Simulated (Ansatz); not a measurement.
**Ti3Al: freezing in a mode**

This session takes Ti3Al and sets out to freeze in mode 6 at growing amplitude.

The COD entry's cell or inner coordinates are ideal or old and differ from later refinements, so a difference from it is no clean test against experiment.

Program: Ansatz 0.2.0. Level of theory: DFT PBE, scalar-relativistic, plane waves, PAW. These are calculated values, not measurements.

1 further run of the same task is left out (set aside as unsound or not needed).

## Step 1: The system as given

Symmetry: P6_3/mmc, No. 194, hexagonal system. Conventional cell: a = 5.755 Å, b = 5.755 Å, c = 4.654 Å, α = 90.00°, β = 90.00°, γ = 120.00°. Ti (site symmetry mm2) has 8 Ti at 2.82 to 2.93 Å and 4 Al at 2.84 to 2.88 Å as nearest neighbours. Al (site symmetry -6m2) is surrounded by 12 Ti at 2.84 to 2.88 Å.

Coordinates:

```cif
data_structure
_symmetry_space_group_name_H-M 'P6_3/mmc'
_symmetry_Int_Tables_number 194
_cell_length_a 5.7553
_cell_length_b 5.7553
_cell_length_c 4.6541
_cell_angle_alpha 90.000
_cell_angle_beta 90.000
_cell_angle_gamma 120.000
_cell_volume 133.51
loop_
_atom_site_label
_atom_site_type_symbol
_atom_site_symmetry_multiplicity
_atom_site_Wyckoff_symbol
_atom_site_fract_x
_atom_site_fract_y
_atom_site_fract_z
_atom_site_occupancy
Ti1 Ti 6 h 0.83021 0.16979 0.25000 1
Al1 Al 2 c 0.33333 0.66667 0.25000 1
```

It is the result of an earlier relaxation at this level (volume 16.69 Å³/atom; gap on the mesh: none (metal)).

## Step 2: Zero of energy

Reference values: F = -16075.2770 eV; pressure 0.05 GPa; largest force 0.006 eV/Å; gap on the mesh none (metal). It was computed beforehand with the settings of the runs below.

## Step 3: Setting up freezing in a mode

Mode 6 of the phonon run on this cell, counted from the lowest, is frozen in: each atom moves by x times its row below, so x is the largest displacement.

```
atom     ux     uy      uz
 Ti1  0.000  0.000  -0.500
 Ti2  0.000  0.000   0.500
 Ti3  0.000  0.000   1.000
 Ti4  0.000  0.000   0.500
 Ti5  0.000  0.000  -0.500
 Ti6  0.000  0.000  -1.000
 Al7  0.000  0.000   0.000
 Al8  0.000  0.000   0.000
```

## Step 4: x = -0.120 Å

Contents of input.yaml:

```yaml
crystal:
  lattice:
    - [5.755338447, 0.0, 0.0]
    - [-2.8776692235, 4.9842693025, 0.0]
    - [0.0, 0.0, 4.6541380974]
  atoms:
    - { symbol: Ti, position: [0.8302113742, 0.1697886258, 0.2628917533] }
    - { symbol: Ti, position: [0.6604227485, 0.8302113742, 0.7371082467] }
    - { symbol: Ti, position: [0.8302113742, 0.6604227485, 0.2242164935] }
    - { symbol: Ti, position: [0.1697886258, 0.8302113742, 0.7371082467] }
    - { symbol: Ti, position: [0.3395772515, 0.1697886258, 0.2628917533] }
    - { symbol: Ti, position: [0.1697886258, 0.3395772515, 0.7757835065] }
    - { symbol: Al, position: [0.3333333333, 0.6666666667, 0.25] }
    - { symbol: Al, position: [0.6666666667, 0.3333333333, 0.75] }
basis:
  ecutwfc: 420
kpoints:
  mp_grid: { grid: [12, 12, 8] }
hamiltonian:
  xc: pbe
scf:
  occupations: { method: gaussian, width: 0.15 }
output:
  forces: true
  stress: true
  eigenvalues: true
```

Command:

```
$ ansatz run input.yaml --threads 2 --pin off --max-ram 5120MiB --backend cpu --events-out ev --progress --plain --runs-dir out
```

What it wrote, shortened:

```text
Warning: RAYON_NUM_THREADS=2 ignored (pool sized by the plan → 2); use --threads N
[...]
Pseudopotentials: kind: paw
Pseudopotential: Ti, paw, valence charge 12, recommended cutoff 420 eV (normal), Ti.paw.azcp
Pseudopotential: Al, paw, valence charge 3, recommended cutoff 420 eV (normal), Al.paw.azcp
Functional definition: PBE
[...]
Crystal: 8 atoms, lattice volume = 133.509 Å³
Basis set: ecut = 420 eV, 2667 PW (Γ), exchange–correlation on 80×80×64 points (8 copies of the dense FFT grid, shifted against one another)
Bands: 47, of which v1, the nominal top of the filled ones, is band 39 counted from 1 (38 counted from 0)
Symmetry: 4 space group operations
Space group: C2/m (ITA 12), of the structure as read, at distance tolerance 5.1e-5 Å
k-points: 320 of 1152
[...]
SCF iter   1: F=—  HF=-16075.181657 eV  |F-HF|=—  |Δ(HF+E_count)|=         —  Δρ=4.34e-3  dr2=1.27e-2  ethr=1.77e-3  ⟨swp⟩=6.5  Hψ=60658  notcnv=0
[...]
SCF iter   7: F=-16075.181735 eV  HF=-16075.181735 eV  |F-HF|=4.15e-9  |Δ(HF+E_count)|=   5.43e-8  Δρ=2.39e-6  dr2=7.01e-9  ethr=1.28e-10  ⟨swp⟩=8.6  Hψ=54380  notcnv=0
[...]
SCF converged after 7 iterations
Free energy (F): -16075.181735 eV
[...]
E sigma→0 (E₀):  -16075.151141 eV
Entropy (-TS):   -0.061189 eV (-7.649 meV/atom)
Fermi energy:    12.146942 eV
[...]
--- Forces (eV/Å), atoms counted from 1 ---
  atom   1  Ti     0.02979417     0.02798885    -0.27286615
  atom   2  Ti     0.02979417    -0.02798885     0.27286615
  atom   3  Ti     0.00000000     0.05570201     0.53252823
  atom   4  Ti    -0.02979417    -0.02798885     0.27286615
  atom   5  Ti    -0.02979417     0.02798885    -0.27286615
  atom   6  Ti     0.00000000    -0.05570201    -0.53252823
  atom   7  Al     0.00000000     0.03482179     0.00323549
  atom   8  Al     0.00000000    -0.03482179    -0.00323549
[...]
--- Stress (GPa, compression-positive) ---
        0.029408      -0.000000      -0.000000
       -0.000000       0.041367       1.611874
       -0.000000       1.611875       0.739383
  P = ⅓ Tr σ = 0.2701 GPa (2.701 kbar)
--- Band table (eV; the first three rows and the last of 320) ---
[...]
```

Run time: 87 s. Hardware: 2 threads of Intel Xeon at 2.70GHz, shared host; peak memory 1.4 GiB.

## Step 5: x = 0.090 Å

Contents of input.yaml:

```yaml
crystal:
  lattice:
    - [5.755338447, 0.0, 0.0]
    - [-2.8776692235, 4.9842693025, 0.0]
    - [0.0, 0.0, 4.6541380974]
  atoms:
    - { symbol: Ti, position: [0.8302113742, 0.1697886258, 0.2403311851] }
    - { symbol: Ti, position: [0.6604227485, 0.8302113742, 0.7596688149] }
    - { symbol: Ti, position: [0.8302113742, 0.6604227485, 0.2693376299] }
    - { symbol: Ti, position: [0.1697886258, 0.8302113742, 0.7596688149] }
    - { symbol: Ti, position: [0.3395772515, 0.1697886258, 0.2403311851] }
    - { symbol: Ti, position: [0.1697886258, 0.3395772515, 0.7306623701] }
    - { symbol: Al, position: [0.3333333333, 0.6666666667, 0.25] }
    - { symbol: Al, position: [0.6666666667, 0.3333333333, 0.75] }
basis:
  ecutwfc: 420
kpoints:
  mp_grid: { grid: [12, 12, 8] }
hamiltonian:
  xc: pbe
scf:
  occupations: { method: gaussian, width: 0.15 }
output:
  forces: true
  stress: true
  eigenvalues: true
```

Command:

```
$ ansatz run input.yaml --threads 2 --pin off --max-ram 5120MiB --backend cpu --events-out ev --progress --plain --runs-dir out
```

What it wrote, shortened:

```text
Warning: RAYON_NUM_THREADS=2 ignored (pool sized by the plan → 2); use --threads N
[...]
[... 4 set-up lines as earlier in the session ...]
[...]
Crystal: 8 atoms, lattice volume = 133.509 Å³
Basis set: ecut = 420 eV, 2667 PW (Γ), exchange–correlation on 80×80×64 points (8 copies of the dense FFT grid, shifted against one another)
Bands: 47, of which v1, the nominal top of the filled ones, is band 39 counted from 1 (38 counted from 0)
[... 2 set-up lines as earlier in the session ...]
k-points: 320 of 1152
[...]
SCF iter   1: F=—  HF=-16075.223949 eV  |F-HF|=—  |Δ(HF+E_count)|=         —  Δρ=4.30e-3  dr2=1.24e-2  ethr=1.77e-3  ⟨swp⟩=6.5  Hψ=60507  notcnv=0
[...]
SCF converged after 7 iterations
Free energy (F): -16075.223791 eV
[...]
E sigma→0 (E₀):  -16075.194129 eV
Entropy (-TS):   -0.059324 eV (-7.416 meV/atom)
Fermi energy:    12.146896 eV
[...]
--- Forces (eV/Å), atoms counted from 1 ---
  atom   1  Ti     0.01921110     0.01502421     0.20142856
  atom   2  Ti     0.01921110    -0.01502421    -0.20142856
  atom   3  Ti     0.00000000     0.03294269    -0.39580615
  atom   4  Ti    -0.01921110    -0.01502421    -0.20142856
  atom   5  Ti    -0.01921110     0.01502421     0.20142856
  atom   6  Ti     0.00000000    -0.03294269     0.39580615
  atom   7  Al     0.00000000     0.01962858    -0.00134511
  atom   8  Al     0.00000000    -0.01962858     0.00134511
[...]
--- Stress (GPa, compression-positive) ---
        0.032520       0.000000       0.000000
        0.000000       0.032841      -1.210288
        0.000000      -1.210289       0.450717
  P = ⅓ Tr σ = 0.1720 GPa (1.720 kbar)
--- Band table (eV; the first three rows and the last of 320) ---
[...]
```

Wall time 73 s (2 threads of Intel Xeon at 2.70GHz, shared host); peak memory 1.4 GiB.

## Step 6: Point x = -0.060 Å

Contents of input.yaml:

```yaml
crystal:
  lattice:
    - [5.755338447, 0.0, 0.0]
    - [-2.8776692235, 4.9842693025, 0.0]
    - [0.0, 0.0, 4.6541380974]
  atoms:
    - { symbol: Ti, position: [0.8302113742, 0.1697886258, 0.2564458766] }
    - { symbol: Ti, position: [0.6604227485, 0.8302113742, 0.7435541234] }
    - { symbol: Ti, position: [0.8302113742, 0.6604227485, 0.2371082467] }
    - { symbol: Ti, position: [0.1697886258, 0.8302113742, 0.7435541234] }
    - { symbol: Ti, position: [0.3395772515, 0.1697886258, 0.2564458766] }
    - { symbol: Ti, position: [0.1697886258, 0.3395772515, 0.7628917533] }
    - { symbol: Al, position: [0.3333333333, 0.6666666667, 0.25] }
    - { symbol: Al, position: [0.6666666667, 0.3333333333, 0.75] }
basis:
  ecutwfc: 420
kpoints:
  mp_grid: { grid: [12, 12, 8] }
hamiltonian:
  xc: pbe
scf:
  occupations: { method: gaussian, width: 0.15 }
output:
  forces: true
  stress: true
  eigenvalues: true
```

Command:

```
$ ansatz run input.yaml --threads 2 --pin off --max-ram 5120MiB --backend cpu --events-out ev --progress --plain --runs-dir out
```

What it wrote, shortened:

```text
[...]
SCF converged after 7 iterations
Free energy (F): -16075.253502 eV
[...]
E sigma→0 (E₀):  -16075.224230 eV
Entropy (-TS):   -0.058545 eV (-7.318 meV/atom)
Fermi energy:    12.146508 eV
[...]
--- Forces (eV/Å), atoms counted from 1 ---
  atom   1  Ti     0.01162560     0.00517587    -0.13216210
  atom   2  Ti     0.01162560    -0.00517587     0.13216210
  atom   3  Ti     0.00000000     0.01769058     0.26182193
  atom   4  Ti    -0.01162560    -0.00517587     0.13216210
  atom   5  Ti    -0.01162560     0.00517587    -0.13216210
  atom   6  Ti     0.00000000    -0.01769058    -0.26182193
  atom   7  Al     0.00000000     0.00873268     0.00038868
  atom   8  Al     0.00000000    -0.00873268    -0.00038868
[...]
--- Stress (GPa, compression-positive) ---
        0.033371      -0.000000      -0.000000
       -0.000000       0.031185       0.807761
       -0.000000       0.807761       0.244275
  P = ⅓ Tr σ = 0.1029 GPa (1.029 kbar)
--- Band table (eV; the first three rows and the last of 320) ---
[...]
```

Run time: 73 s. Hardware: 2 threads of Intel Xeon at 2.70GHz, shared host; peak memory 1.4 GiB.

## Step 7: x = 0.030 Å

Contents of input.yaml:

```yaml
crystal:
  lattice:
    - [5.755338447, 0.0, 0.0]
    - [-2.8776692235, 4.9842693025, 0.0]
    - [0.0, 0.0, 4.6541380974]
  atoms:
    - { symbol: Ti, position: [0.8302113742, 0.1697886258, 0.2467770617] }
    - { symbol: Ti, position: [0.6604227485, 0.8302113742, 0.7532229383] }
    - { symbol: Ti, position: [0.8302113742, 0.6604227485, 0.2564458766] }
    - { symbol: Ti, position: [0.1697886258, 0.8302113742, 0.7532229383] }
    - { symbol: Ti, position: [0.3395772515, 0.1697886258, 0.2467770617] }
    - { symbol: Ti, position: [0.1697886258, 0.3395772515, 0.7435541234] }
    - { symbol: Al, position: [0.3333333333, 0.6666666667, 0.25] }
    - { symbol: Al, position: [0.6666666667, 0.3333333333, 0.75] }
basis:
  ecutwfc: 420
kpoints:
  mp_grid: { grid: [12, 12, 8] }
hamiltonian:
  xc: pbe
scf:
  occupations: { method: gaussian, width: 0.15 }
output:
  forces: true
  stress: true
  eigenvalues: true
```

Command:

```
$ ansatz run input.yaml --threads 2 --pin off --max-ram 5120MiB --backend cpu --events-out ev --progress --plain --runs-dir out
```

What it wrote, shortened:

```text
[...]
SCF converged after 7 iterations
Free energy (F): -16075.271166 eV
[...]
E sigma→0 (E₀):  -16075.241966 eV
Entropy (-TS):   -0.058400 eV (-7.300 meV/atom)
Fermi energy:    12.146070 eV
[...]
--- Forces (eV/Å), atoms counted from 1 ---
  atom   1  Ti     0.00706627    -0.00105694     0.06528313
  atom   2  Ti     0.00706627     0.00105694    -0.06528313
  atom   3  Ti     0.00000000     0.00913128    -0.13021326
  atom   4  Ti    -0.00706627     0.00105694    -0.06528313
  atom   5  Ti    -0.00706627    -0.00105694     0.06528313
  atom   6  Ti     0.00000000    -0.00913128     0.13021326
  atom   7  Al     0.00000000     0.00218368    -0.00004739
  atom   8  Al     0.00000000    -0.00218368     0.00004739
[...]
--- Stress (GPa, compression-positive) ---
        0.033223       0.000000       0.000000
        0.000000       0.032289      -0.404204
        0.000000      -0.404205       0.120718
  P = ⅓ Tr σ = 0.0621 GPa (0.621 kbar)
--- Band table (eV; the first three rows and the last of 320) ---
[...]
```

Wall time 79 s (2 threads of Intel Xeon at 2.70GHz, shared host); peak memory 1.4 GiB.

## Step 8: Point x = 0.105 Å

Contents of input.yaml:

```yaml
crystal:
  lattice:
    - [5.755338447, 0.0, 0.0]
    - [-2.8776692235, 4.9842693025, 0.0]
    - [0.0, 0.0, 4.6541380974]
  atoms:
    - { symbol: Ti, position: [0.8302113742, 0.1697886258, 0.2387197159] }
    - { symbol: Ti, position: [0.6604227485, 0.8302113742, 0.7612802841] }
    - { symbol: Ti, position: [0.8302113742, 0.6604227485, 0.2725605682] }
    - { symbol: Ti, position: [0.1697886258, 0.8302113742, 0.7612802841] }
    - { symbol: Ti, position: [0.3395772515, 0.1697886258, 0.2387197159] }
    - { symbol: Ti, position: [0.1697886258, 0.3395772515, 0.7274394318] }
    - { symbol: Al, position: [0.3333333333, 0.6666666667, 0.25] }
    - { symbol: Al, position: [0.6666666667, 0.3333333333, 0.75] }
basis:
  ecutwfc: 420
kpoints:
  mp_grid: { grid: [12, 12, 8] }
hamiltonian:
  xc: pbe
scf:
  occupations: { method: gaussian, width: 0.15 }
output:
  forces: true
  stress: true
  eigenvalues: true
```

Command:

```
$ ansatz run input.yaml --threads 2 --pin off --max-ram 5120MiB --backend cpu --events-out ev --progress --plain --runs-dir out
```

What it wrote, shortened:

```text
Warning: RAYON_NUM_THREADS=2 ignored (pool sized by the plan → 2); use --threads N
[...]
[... 4 set-up lines as earlier in the session ...]
[...]
Crystal: 8 atoms, lattice volume = 133.509 Å³
Basis set: ecut = 420 eV, 2667 PW (Γ), exchange–correlation on 80×80×64 points (8 copies of the dense FFT grid, shifted against one another)
Bands: 47, of which v1, the nominal top of the filled ones, is band 39 counted from 1 (38 counted from 0)
[... 2 set-up lines as earlier in the session ...]
k-points: 320 of 1152
[...]
SCF iter   1: F=—  HF=-16075.204264 eV  |F-HF|=—  |Δ(HF+E_count)|=         —  Δρ=4.32e-3  dr2=1.25e-2  ethr=1.77e-3  ⟨swp⟩=6.5  Hψ=60675  notcnv=0
[...]
SCF converged after 7 iterations
Free energy (F): -16075.204325 eV
[...]
E sigma→0 (E₀):  -16075.174274 eV
Entropy (-TS):   -0.060101 eV (-7.513 meV/atom)
Fermi energy:    12.146977 eV
[...]
--- Forces (eV/Å), atoms counted from 1 ---
  atom   1  Ti     0.02412776     0.02114761     0.23691998
  atom   2  Ti     0.02412776    -0.02114761    -0.23691998
  atom   3  Ti     0.00000000     0.04334286    -0.46382706
  atom   4  Ti    -0.02412776    -0.02114761    -0.23691998
  atom   5  Ti    -0.02412776     0.02114761     0.23691998
  atom   6  Ti     0.00000000    -0.04334286     0.46382706
  atom   7  Al     0.00000000     0.02669178    -0.00215553
  atom   8  Al     0.00000000    -0.02669178     0.00215553
[...]
--- Stress (GPa, compression-positive) ---
        0.031333       0.000000       0.000000
        0.000000       0.035978      -1.411172
        0.000000      -1.411173       0.584873
  P = ⅓ Tr σ = 0.2174 GPa (2.174 kbar)
--- Band table (eV; the first three rows and the last of 320) ---
[...]
```

It took 71 s on 2 threads of Intel Xeon at 2.70GHz, shared host; peak memory 1.4 GiB.

## Step 9: Results of the scan

Collected from the runs (energy zero: the undisturbed cell):

| x (Å) | ΔE (meV/cell) | force along the mode (eV/Å) | pressure (GPa) |
| --- | --- | --- | --- |
| -0.120 | 95.3 | 1.611 | 0.3 |
| -0.060 | 23.5 | 0.788 | 0.1 |
| 0.000 | 0.0 | 0.000 | 0.0 |
| 0.030 | 5.9 | -0.391 | 0.1 |
| 0.090 | 53.2 | -1.194 | 0.2 |
| 0.105 | 72.7 | -1.401 | 0.2 |

Not run, since symmetry makes them alike: 0.120 repeats -0.120, -0.090 repeats 0.090, 0.060 repeats -0.060, -0.030 repeats 0.030. Energy, pressure and gap are the same there.

## Step 10: Outcome

```
                                          quantity     value
                   harmonic wavenumber of the mode  157 cm⁻¹
the same from the force at an amplitude of 0.030 Å  157 cm⁻¹
```

What this shows: The force at the smallest amplitude gives 157 cm⁻¹ against 157 cm⁻¹ from the phonon run, so the curve is close to a parabola there. No sampled point lies below the undisturbed cell.
